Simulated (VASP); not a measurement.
Pb, 1 atom in the cell. The structure is cubic, space group Fm-3m (No. 225). Conventional cell: a = 4.950 Å, b = 4.950 Å, c = 4.950 Å, α = 90.00°, β = 90.00°, γ = 90.00°. Pb (site symmetry m-3m) is surrounded by 12 Pb at 3.50 Å. 

| Quantity | Value |
| --- | --- |
| Program | VASP 6.6.1 |
| Task | relaxation of cell and atoms |
| Functional | HSEsol |
| Potentials or basis | VASP PAW PBE potentials, release 64 (Pb_d) |
| Cutoff | 600 eV |
| k mesh | 5 × 5 × 5 |
| Occupations | fermi-dirac, width 0.05 eV |
| Spin | no spin polarisation |
| Grid for exact exchange (PRECFOCK) | Normal |
| Further INCAR settings | ALGO = Normal; EDIFF = 1e-07; IBRION = 2; EDIFFG = -0.01; NSW = 40; ISIF = 3 |

Potentials or basis: VASP PAW PBE potentials, release 64 (Pb_d).

Launch:

```sh
$ cat potpaw_PBE.64/Pb_d/POTCAR > POTCAR
$ cp INCAR.step1 INCAR
$ mpirun -np 1 vasp_std > vasp.out
$ cp INCAR.step2 INCAR
$ mpirun -np 1 vasp_std > vasp.out
```

Hardware: 1 thread of Intel(R) Xeon(R) Platinum 8488C (Sapphire Rapids), with other jobs on the host.

**Question.** How long does it take, and how much memory?

**Answer.** Wall time 25 min on 1 thread of Intel(R) Xeon(R) Platinum 8488C (Sapphire Rapids) (shared host), peak memory 0.28 GiB. Counts: scf iterations 46, k points 10, ion steps 4.
